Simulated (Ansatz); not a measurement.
Runs of Ansatz 0.2.0 on Li. It takes space group Im-3m (No. 229, cubic). Conventional cell: a = 3.509 Å, b = 3.509 Å, c = 3.509 Å, α = 90.00°, β = 90.00°, γ = 90.00°. Li (site symmetry m-3m) is surrounded by 8 Li at 3.04 Å. 

| task | level | cell | k mesh | cutoff (eV) | points for each segment of the path | mesh quality | gap on the mesh (eV) | pressure (GPa) | relaxed volume (Å³/atom) |
| --- | --- | --- | --- | --- | --- | --- | --- | --- | --- |
| band structure | revPBE | as given | 11 × 11 × 11 | 420 | 14 | not flagged | none | -0.3 | - |
| relaxation of cell and atoms | B3LYP | relaxed | 6 × 6 × 6 | 420 | - | coarse | none | 0.0 | 20.47 |
| single point | HF | as given | 6 × 6 × 6 | 420 | - | coarse | none | 2.1 | - |
| single point | r2SCAN50 | as given | 6 × 6 × 6 | 500 | - | coarse | none | (a) | - |
| relaxation of cell and atoms | BLYP+D3(BJ) | relaxed | 11 × 11 × 11 | 420 | - | not flagged | none | 0.0 | 15.72 |
| band structure | HSE06 | as given | 6 × 6 × 6 | 420 | 4 | coarse | none | -0.4 | - |
| relaxation of cell and atoms | LDA | relaxed | 11 × 11 × 11 | 420 | - | not flagged | none | 0.0 | 19.02 |
| relaxation of cell and atoms | RPBE+D4 | relaxed | 11 × 11 × 11 | 420 | - | not flagged | none | 0.0 | (b) |

Alike in all rows: potentials or basis Ansatz PAW; no spin polarisation; smearing fermi-dirac 0.05 eV.

Q: Estimate the missing entries.

A: (a) 0.2; (b) 20.58.

Caveats: some runs use coarse meshes; the potentials were made for another functional, which shifts forces and pressure (some runs); the plane-wave basis is chosen anew once the cell has moved, so the energies of steps on either side of that aren't comparable (some runs); the thresholds are loose for stress (some runs); the PAW data sets were made with another functional, which shifts forces and pressure a little (some runs); pairwise dispersion overbinds metals, which lowers pressure and volume (some runs); the volume moved by over 15 % at a fixed basis, so the end points are rough (some runs); the volume moved by -27 % from the deposited cell, more than functionals usually miss (some runs).

A gap of «none» marks a metal or a gap under the smearing width.

Runs at the PBE level aren't shown here.
